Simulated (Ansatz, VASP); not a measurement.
# Nb: VASP beside Ansatz

INCAR

```
ALGO     = Normal         # electronic algorithm
EDIFF    = 1E-6           # SCF threshold, eV
ENCUT    = 520            # plane-wave cutoff, eV
GGA      = PS             # functional
ISIF     = 2              # what is computed and relaxed
ISMEAR   = 0              # smearing method
LASPH    = True           # aspherical terms in the spheres
LCHARG   = False          # write CHGCAR
LREAL    = False          # projectors in reciprocal space
LWAVE    = False          # write WAVECAR
NBANDS   = 12             # bands
NELM     = 80             # most SCF steps
PREC     = Accurate       # precision mode
SIGMA    = 0.1            # smearing width, eV
```

File KPOINTS:

```
k-points
0
Gamma
  8 8 8
```

File POSCAR:

```
Nb
1.0
   -1.5997400926      1.5997400926      1.5997400926
    1.5997400926     -1.5997400926      1.5997400926
    1.5997400926      1.5997400926     -1.5997400926
Nb
1
Direct
    0.0000000000      0.0000000000      0.0000000000
```

Input for Ansatz:

```yaml
crystal:
  lattice:
    - [-1.5997400926, 1.5997400926, 1.5997400926]
    - [1.5997400926, -1.5997400926, 1.5997400926]
    - [1.5997400926, 1.5997400926, -1.5997400926]
  atoms:
    - { symbol: Nb, position: [0.0, 0.0, 0.0] }
basis:
  ecutwfc: 420
kpoints:
  mp_grid: { grid: [8, 8, 8] }
hamiltonian:
  xc: pbesol
scf:
  occupations: { method: gaussian, width: 0.1 }
output:
  forces: true
  stress: true
  eigenvalues: true
```

Alike in both runs: task single point; functional PBEsol; k mesh 8 × 8 × 8; occupations gaussian, width 0.1 eV; no spin polarisation.

```csv
,VASP,Ansatz
version,VASP 6.6.1,Ansatz 0.2.0
potentials or method,"VASP PAW PBE potentials, release 64 (Nb_sv)","scalar-relativistic, plane waves, PAW"
plane-wave cutoff (eV),520,420
valence electrons in the cell,13,13
```

VASP gave:

* gap on the k mesh at the Fermi level (eV): none
* pressure (GPa): 15.0

**Question.** What did Ansatz give for the same quantities?

**Answer.** gap on the k mesh at the Fermi level (eV): none; pressure (GPa): 15.4.

A gap of «none» marks a metal or a gap that the smearing closes. The functional is the same, so the differences come from potentials, cutoffs and numerics.

Caveats: so large a pressure means that the cell lies far from this level's equilibrium, or that cutoff or potentials fall short (VASP); the potentials were made for another functional, which shifts forces and pressure (VASP).
